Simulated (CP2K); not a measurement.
Runs of CP2K 2026.2 on Mo. It takes space group Im-3m (No. 229, cubic). The conventional cell has a = 3.168 Å, b = 3.168 Å, c = 3.168 Å, α = 90.00°, β = 90.00°, γ = 90.00°. Mo (site symmetry m-3m) has 8 Mo at 2.74 Å as nearest neighbours. 

```tsv
potentials or basis	basis sets	potentials	ADDED_MOS	gap on the mesh (eV)	pressure (GPa)
POTENTIAL_UZH Mo GTH-PBE-q14; DZVP-MOLOPT-PBE-GTH basis	Mo DZVP-MOLOPT-PBE-GTH-q14	Mo GTH-PBE-q14 of POTENTIAL_UZH	[11]	none	(a)
GTH_POTENTIALS Mo GTH-PBE-q14; TZVP-MOLOPT-SR-GTH basis	Mo TZVP-MOLOPT-SR-GTH-q14	Mo GTH-PBE-q14 of GTH_POTENTIALS	[11]	none	-1.1
POTENTIAL_UZH Mo GTH-PBE-q14; TZVP-MOLOPT-PBE-GTH basis	Mo TZVP-MOLOPT-PBE-GTH-q14	Mo GTH-PBE-q14 of POTENTIAL_UZH	[11]	none	(b)
POTENTIAL_UZH Mo GTH-PBE-q14; TZV2P-MOLOPT-PBE-GTH basis	Mo TZV2P-MOLOPT-PBE-GTH-q14	Mo GTH-PBE-q14 of POTENTIAL_UZH	[11]	none	0.2
GTH_POTENTIALS Mo GTH-PBE-q14; SZV-MOLOPT-SR-GTH basis	Mo SZV-MOLOPT-SR-GTH-q14	Mo GTH-PBE-q14 of GTH_POTENTIALS	[3]	none	0.0
```

Alike in all rows: task single point; level PBE; no spin polarisation; cell as given; k mesh 12 × 12 × 12; smearing fermi-dirac 0.05 eV.

Task: Estimate the missing entries.

Result: (a) 0.3; (b) 0.1.

Caveats: the basis of atomic orbitals isn't converged, which shifts pressures, moduli and gaps; a minimal basis gives rough bond lengths, pressures and levels (some runs).

A k mesh can miss the band edges, and the runs leave out spin-orbit coupling on Mo.

A gap of «none» marks a metal or a gap under the smearing width.
